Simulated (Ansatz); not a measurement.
# PbS (Cmcm) in Ansatz: further runs

Runs on PbS. Level: LDA. Tasks: single point, equation of state.

Program: Ansatz 0.2.0. These are calculated values, not measurements. Logs are shortened: lines on timing, memory, paths and dates and some standing lists are left out, and cuts for length are marked.

## 1. Starting point

It takes space group Cmcm (No. 63, orthorhombic). Conventional cell: a = 4.160 Å, b = 11.983 Å, c = 4.279 Å, α = 90.00°, β = 90.00°, γ = 90.00°. Pb (site symmetry m2m) is surrounded by 5 S at 2.69 to 2.99 Å. S (site symmetry m2m) has 5 Pb at 2.69 to 2.99 Å as nearest neighbours.

Measurements of this composition are mostly on another form, of space group No. 225.

## 2. Single point, LDA, 25.06 Å³/atom (volume scaled by 0.94)

Contents of input.yaml:

```yaml
crystal:
  lattice:
    - [2.0374927668, -5.8689911821, 0.0]
    - [2.0374927668, 5.8689911821, 0.0]
    - [0.0, 0.0, 4.1919633476]
  atoms:
    - { symbol: Pb, position: [0.13056335, 0.86943665, 0.25] }
    - { symbol: Pb, position: [0.86943665, 0.13056335, 0.75] }
    - { symbol: S, position: [0.35479709, 0.64520291, 0.25] }
    - { symbol: S, position: [0.64520291, 0.35479709, 0.75] }
hamiltonian:
  xc: lda
  pseudopotentials: { kind: paw }
kpoints:
  mp_grid: { grid: [7, 7, 6] }
scf:
  occupations: { method: fermi_dirac, width: 0.05 }
output:
  forces: true
  stress: true
  eigenvalues: true
```

Potentials or basis: Ansatz PAW.

Command:

```bash
> ansatz run input.yaml --threads 2 --pin off --max-ram 5632MiB --backend cpu --events-out ev --progress --plain --runs-dir out
```

What it wrote:

```text
Warning: RAYON_NUM_THREADS=2 ignored (pool sized by the plan → 2); use --threads N
Engine: ansatz 0.2.0, aarch64-unknown-linux-gnu
Pseudopotentials: kind: paw
Pseudopotential: Pb, paw, valence charge 14, recommended cutoff 420 eV (normal), Pb.paw.azcp
Pseudopotential: S, paw, valence charge 6, recommended cutoff 420 eV (normal), S.paw.azcp
Functional definition: SPW92
  exchange = slater_x
  correlation = pw_c
Crystal: 4 atoms, lattice volume = 100.255 Å³
Basis set: ecut = 420 eV, 1963 PW (Γ)
Bands: 24, of which v1, the nominal top of the filled ones, is band 20 counted from 1 (19 counted from 0)
Symmetry: 8 space group operations
Space group: Cmcm (ITA 63), of the structure as read, at distance tolerance 4.6e-5 Å
k-points: 64 of 294
Non-local potential: Pb, projectors of the file, l = 0: 2, l = 1: 2, l = 2: 2, l = 3: 2
Non-local potential: S, projectors of the file, l = 0: 2, l = 1: 2, l = 2: 2
PAW form: soft (Blöchl's): semilocal exchange-correlation on the pseudo side does not see the compensation charge
PAW frozen core: Pb, regenerated for the run's functional, and the local potential with it (the file was generated under x = pbe(κ = 0.804, μ = 0.2195149727645171), c = pbe(β = 0.06672455060314922))
PAW frozen core: S, regenerated for the run's functional, and the local potential with it (the file was generated under x = pbe(κ = 0.804, μ = 0.2195149727645171), c = pbe(β = 0.06672455060314922))
PAW one-centre angular grid: Pb, 590 points (default); XC on 64 Gauss nodes
PAW one-centre angular grid: S, 110 points (default); XC on 64 Gauss nodes
Initial density: superposition of atomic densities (neutral atoms: chi_scale 0, normalization atom), corrected by the library's trained network
Initial wavefunctions: pseudopotential atomic-orbital guess
Functional: x = slater, c = lda
SCF iter   1: F=—  HF=-24945.774248 eV  |F-HF|=—  |Δ(HF+E_count)|=         —  Δρ=6.17e-3  dr2=5.11e-2  ethr=1.77e-3  ⟨swp⟩=7.0  Hψ=7761  notcnv=0
preconditioner: auto → Resta (q_TF=auto, 2.341 Å⁻¹)  ε∞=3.8  [insulator: Δε(μ)=0.891 eV  Ē_g=13.989 eV  σ=0.050 eV  W_gap=1.00  n_scr=26 (ndim 8)  ℏωp=23.5 eV  f_vac=0.000  D(μ)=0.00/eV (n_scr^D=0)  ε∞_Penn≈3.8]
SCF iter   2: F=—  HF=-24945.757996 eV  |F-HF|=—  |Δ(HF+E_count)|=   1.63e-2  Δρ=2.82e-3  dr2=6.55e-3  ethr=1.28e-4  ⟨swp⟩=1.6  Hψ=2165  notcnv=0
SCF iter   3: F=—  HF=-24945.755778 eV  |F-HF|=—  |Δ(HF+E_count)|=   2.22e-3  Δρ=6.69e-4  dr2=4.66e-4  ethr=1.64e-5  ⟨swp⟩=2.1  Hψ=2826  notcnv=0
SCF iter   4: F=—  HF=-24945.755665 eV  |F-HF|=—  |Δ(HF+E_count)|=   1.13e-4  Δρ=1.92e-4  dr2=3.07e-5  ethr=1.16e-6  ⟨swp⟩=2.0  Hψ=1833  notcnv=0
SCF iter   5: F=—  HF=-24945.755666 eV  |F-HF|=—  |Δ(HF+E_count)|=   1.27e-6  Δρ=2.45e-5  dr2=5.66e-7  ethr=7.68e-8  ⟨swp⟩=2.2  Hψ=2036  notcnv=0
SCF iter   6: F=-24945.755667 eV  HF=-24945.755667 eV  |F-HF|=3.34e-8  |Δ(HF+E_count)|=   1.48e-7  Δρ=5.85e-6  dr2=6.02e-8  ethr=2.50e-10  ⟨swp⟩=7.1  Hψ=7852  notcnv=0
SCF 1 converged in 6 iterations: F = -24945.755667 eV  dr2 = 6.02e-8
SCF converged after 6 iterations
Free energy (F): -24945.755667 eV
Harris-Foulkes:  -24945.755667 eV  (|F-HF|=3.34e-8)
Internal energy: -24945.755665 eV  (E = F + TS)
E sigma→0 (E₀):  -24945.755666 eV
Entropy (-TS):   -0.000002 eV (-0.000 meV/atom)
Fermi energy:    8.574551 eV
--- Per-component energies (eV) ---
  E_band       = -104.607425
  E_kinetic    = 791.828066
  E_local      = -2443.177317  (includes V_loc(G=0)·N_el)
  E_nonlocal   = 767.684528
  E_hartree    = 951.345077
  E_xc         = -632.095788
  E_vxc        = -443.998595  (∫ρ·V_xc dr)
  E_paw        = -21340.160270  (= ΣΔE_a)
  E_vpaw       = -679.635845  (= ΣTr[D̂ρ^β])
  E_aug_tail   = 0.000091  (compensation charges beyond the density's cutoff)
  E_ewald      = -3041.331021
  E_core_change = 0.150968  (= ΣΔE_core)
  E_smearing   = -0.000002  (= −TS)
  E_closure    = -0.000000  (closes the sum)
  Σ components = -24945.755667   (vs F -24945.755667, Δ=0.00e0)
--- Forces (eV/Å), atoms counted from 1 ---
  atom   1  Pb     0.00000000     0.28243364     0.00000000
  atom   2  Pb     0.00000000    -0.28243364     0.00000000
  atom   3  S      0.00000000    -0.19613150     0.00000000
  atom   4  S      0.00000000     0.19613150     0.00000000
  max |Σ_I F_I| component: 0.00e0 eV/Å
--- Stress (GPa, compression-positive) ---
       -0.184749       0.000000       0.000000
        0.000000       0.247189       0.000000
        0.000000       0.000000      -0.474807
  P = ⅓ Tr σ = -0.1375 GPa (-1.375 kbar)
--- Band table (eV; the first three rows and the last of 64) ---
  k-point 0: bands = ["-8.3397", "-8.1862", "-8.1716", "-8.1661", "-8.1295", "-8.1233", "-8.1121", "-8.1014", "-8.0806", "-8.0266", "-5.3706", "-3.2368", "1.1020", "2.2700", "3.4377", "4.8002", "5.4130", "6.2000", "6.4002", "7.5190", "12.5400", "12.8057", "12.9798", "13.7983"]
  k-point 1: bands = ["-8.3167", "-8.1885", "-8.1742", "-8.1497", "-8.1369", "-8.1330", "-8.1212", "-8.0873", "-8.0750", "-8.0406", "-5.1943", "-3.2449", "0.6122", "1.8198", "3.6008", "5.2896", "5.6357", "6.3900", "6.8260", "7.3378", "12.0725", "12.2053", "12.4132", "13.0313"]
  k-point 2: bands = ["-8.2664", "-8.1987", "-8.1613", "-8.1588", "-8.1575", "-8.1232", "-8.1112", "-8.0758", "-8.0732", "-8.0696", "-4.6936", "-3.4277", "0.0012", "0.8896", "4.1696", "5.7123", "6.2229", "6.7988", "7.2574", "7.6626", "10.5393", "10.7496", "10.9927", "11.7426"]
  k-point 63: bands = ["-8.2360", "-8.2360", "-8.1533", "-8.1533", "-8.1234", "-8.1234", "-8.0852", "-8.0852", "-8.0847", "-8.0847", "-3.9234", "-3.9234", "-0.3435", "-0.3435", "6.5852", "6.5852", "6.7107", "6.7107", "7.5587", "7.5587", "9.8546", "9.8546", "11.1583", "11.1584"]
```

Run time: 5.5 s. Hardware: 2 threads of Arm Neoverse V1, shared host; peak memory 0.42 GiB.

What came out:

```
Free energy            : -24945.7557 eV
Pressure               : -0.1 GPa
Largest force          : 0.282 eV/Å
Band gap on the k mesh : 0.98 eV, indirect (least direct gap 1.28 eV)
```

Caveat: odd divisions of the mesh miss points on the zone boundary, where band edges often lie, so the gap on the mesh can be too wide; spin-orbit coupling is left out, which as a rule narrows the gap of such compounds by several tenths of an eV; the PAW data sets come from PBE, with cores solved anew for the run's functional, which leaves a small shift of forces and pressure.

## 3. Single point, LDA, 25.60 Å³/atom (volume scaled by 0.96)

Changes to input.yaml since step 2:

```diff
@@ -2,5 +2,5 @@
   lattice:
-    - [2.0374927668, -5.8689911821, 0.0]
-    - [2.0374927668, 5.8689911821, 0.0]
-    - [0.0, 0.0, 4.1919633476]
+    - [2.0518417802, -5.9103234677, 0.0]
+    - [2.0518417802, 5.9103234677, 0.0]
+    - [0.0, 0.0, 4.2214851889]
   atoms:
```

Potentials or basis: Ansatz PAW.

Command:

```bash
> ansatz run input.yaml --threads 2 --pin off --max-ram 5632MiB --backend cpu --events-out ev --progress --plain --runs-dir out
```

Run time: 5 s. Hardware: 2 threads of Arm Neoverse V1, shared host; peak memory 0.42 GiB.

The run converged. Its results:

| Item | Value |
| --- | --- |
| Free energy | -24945.7453 eV |
| Pressure | -1.4 GPa |
| Largest force | 0.141 eV/Å |
| Band gap on the k mesh | 1.03 eV, indirect (least direct gap 1.31 eV) |

Caveat: odd divisions of the mesh miss points on the zone boundary, where band edges often lie, so the gap on the mesh can be too wide; spin-orbit coupling is left out, which as a rule narrows the gap of such compounds by several tenths of an eV; the PAW data sets come from PBE, with cores solved anew for the run's functional, which leaves a small shift of forces and pressure.

## 4. Single point, LDA, 26.13 Å³/atom (volume scaled by 0.98)

Changes to input.yaml since step 3:

```diff
@@ -2,5 +2,5 @@
   lattice:
-    - [2.0518417802, -5.9103234677, 0.0]
-    - [2.0518417802, 5.9103234677, 0.0]
-    - [0.0, 0.0, 4.2214851889]
+    - [2.0659928603, -5.9510856073, 0.0]
+    - [2.0659928603, 5.9510856073, 0.0]
+    - [0.0, 0.0, 4.2505997999]
   atoms:
```

Command:

```bash
> ansatz run input.yaml --threads 2 --pin off --max-ram 5632MiB --backend cpu --events-out ev --progress --plain --runs-dir out
```

It took 5.2 s on 2 threads of Arm Neoverse V1, shared host; peak memory 0.42 GiB.

Results (log left out):

```
Free energy            : -24945.7192 eV
Pressure               : -2.5 GPa
Largest force          : 0.023 eV/Å
Band gap on the k mesh : 1.07 eV, indirect (least direct gap 1.30 eV)
```

Caveat: odd divisions of the mesh miss points on the zone boundary, where band edges often lie, so the gap on the mesh can be too wide; spin-orbit coupling is left out, which as a rule narrows the gap of such compounds by several tenths of an eV; the PAW data sets come from PBE, with cores solved anew for the run's functional, which leaves a small shift of forces and pressure.

## 5. Single point, LDA, 26.66 Å³/atom

Changes to input.yaml since step 4:

```diff
@@ -2,5 +2,5 @@
   lattice:
-    - [2.0659928603, -5.9510856073, 0.0]
-    - [2.0659928603, 5.9510856073, 0.0]
-    - [0.0, 0.0, 4.2505997999]
+    - [2.079952695, -5.991296865, 0.0]
+    - [2.079952695, 5.991296865, 0.0]
+    - [0.0, 0.0, 4.27932094]
   atoms:
```

Command:

```bash
> ansatz run input.yaml --threads 2 --pin off --max-ram 5632MiB --backend cpu --events-out ev --progress --plain --runs-dir out
```

Run time: 5.5 s. Hardware: 2 threads of Arm Neoverse V1, shared host; peak memory 0.42 GiB.

Results (log left out):

```yaml
Free_energy: -24945.6790 eV
Pressure: -3.5 GPa
Largest_force: 0.113 eV/Å
Band_gap_on_the_k_mesh: 1.11 eV, indirect (least direct gap 1.29 eV)
```

Caveat: odd divisions of the mesh miss points on the zone boundary, where band edges often lie, so the gap on the mesh can be too wide; spin-orbit coupling is left out, which as a rule narrows the gap of such compounds by several tenths of an eV; the PAW data sets come from PBE, with cores solved anew for the run's functional, which leaves a small shift of forces and pressure.

## 6. Single point, LDA, 27.20 Å³/atom (volume scaled by 1.02)

Changes to input.yaml since step 5:

```diff
@@ -2,5 +2,5 @@
   lattice:
-    - [2.079952695, -5.991296865, 0.0]
-    - [2.079952695, 5.991296865, 0.0]
-    - [0.0, 0.0, 4.27932094]
+    - [2.0937276176, -6.030975484, 0.0]
+    - [2.0937276176, 6.030975484, 0.0]
+    - [0.0, 0.0, 4.3076616397]
   atoms:
@@ -21 +21,5 @@
   eigenvalues: true
+  write_density: true
+  write_potential: true
+  elf: true
+  volumetric_format: npy
```

Potentials or basis: Ansatz PAW.

Command:

```bash
> ansatz run input.yaml --threads 2 --pin off --max-ram 5632MiB --backend cpu --events-out ev --progress --plain --runs-dir out
```

It took 7.8 s on 2 threads of Arm Neoverse V1, shared host; peak memory 0.43 GiB.

It converged, with:

- Free energy: -24945.6263 eV
- Pressure: -4.4 GPa
- Largest force: 0.227 eV/Å
- Band gap on the k mesh: 1.15 eV, indirect (least direct gap 1.28 eV)

Caveat: odd divisions of the mesh miss points on the zone boundary, where band edges often lie, so the gap on the mesh can be too wide; spin-orbit coupling is left out, which as a rule narrows the gap of such compounds by several tenths of an eV; the PAW data sets come from PBE, with cores solved anew for the run's functional, which leaves a small shift of forces and pressure.

## 7. Single point, LDA, 27.73 Å³/atom (volume scaled by 1.04)

Changes to input.yaml since step 6:

```diff
@@ -2,5 +2,5 @@
   lattice:
-    - [2.0937276176, -6.030975484, 0.0]
-    - [2.0937276176, 6.030975484, 0.0]
-    - [0.0, 0.0, 4.3076616397]
+    - [2.1073236324, -6.0701387599, 0.0]
+    - [2.1073236324, 6.0701387599, 0.0]
+    - [0.0, 0.0, 4.3356342523]
   atoms:
@@ -21,5 +21 @@
   eigenvalues: true
-  write_density: true
-  write_potential: true
-  elf: true
-  volumetric_format: npy
```

Command:

```bash
> ansatz run input.yaml --threads 2 --pin off --max-ram 5632MiB --backend cpu --events-out ev --progress --plain --runs-dir out
```

It took 5.7 s on 2 threads of Arm Neoverse V1, shared host; peak memory 0.43 GiB.

It converged, with:

```yaml
Free_energy: -24945.5624 eV
Pressure: -5.2 GPa
Largest_force: 0.333 eV/Å
Band_gap_on_the_k_mesh: 1.18 eV, indirect (least direct gap 1.27 eV)
```

Caveat: odd divisions of the mesh miss points on the zone boundary, where band edges often lie, so the gap on the mesh can be too wide; spin-orbit coupling is left out, which as a rule narrows the gap of such compounds by several tenths of an eV; the PAW data sets come from PBE, with cores solved anew for the run's functional, which leaves a small shift of forces and pressure.

## 8. Single point, LDA, 28.26 Å³/atom (volume scaled by 1.06)

Changes to input.yaml since step 7:

```diff
@@ -2,5 +2,5 @@
   lattice:
-    - [2.1073236324, -6.0701387599, 0.0]
-    - [2.1073236324, 6.0701387599, 0.0]
-    - [0.0, 0.0, 4.3356342523]
+    - [2.1207464379, -6.1088031065, 0.0]
+    - [2.1207464379, 6.1088031065, 0.0]
+    - [0.0, 0.0, 4.3632505017]
   atoms:
```

Command:

```bash
> ansatz run input.yaml --threads 2 --pin off --max-ram 5632MiB --backend cpu --events-out ev --progress --plain --runs-dir out
```

Wall time 5.7 s (2 threads of Arm Neoverse V1, shared host); peak memory 0.43 GiB.

It converged, with:

* Free energy: -24945.4885 eV
* Pressure: -5.9 GPa
* Largest force: 0.432 eV/Å
* Band gap on the k mesh: 1.19 eV, indirect (least direct gap 1.27 eV)

Caveat: odd divisions of the mesh miss points on the zone boundary, where band edges often lie, so the gap on the mesh can be too wide; spin-orbit coupling is left out, which as a rule narrows the gap of such compounds by several tenths of an eV; the PAW data sets come from PBE, with cores solved anew for the run's functional, which leaves a small shift of forces and pressure.

## 9. Equation of state, LDA

Potentials or basis: Ansatz PAW.

No new run: the results of the series are fitted here.

What came out:

```yaml
Equilibrium_volume: "25.01 Å³/atom (rough: see the caveat)"
Bulk_modulus_at_fixed_shape_and_positions: 63 GPa (rough)
```

Energy against volume, from the lowest point:
```
volume (Å³/atom)  energy (meV/atom)
          25.064               0.00
          25.597               2.59
          26.130               9.12
          26.664              19.17
          27.197              32.35
          27.730              48.33
          28.263              66.79
```

Caveat: the minimum lies outside the volumes run; the cell was scaled at fixed shape and fractional positions, which overstates the stiffness of a crystal with free parameters, most of all of layers and chains.
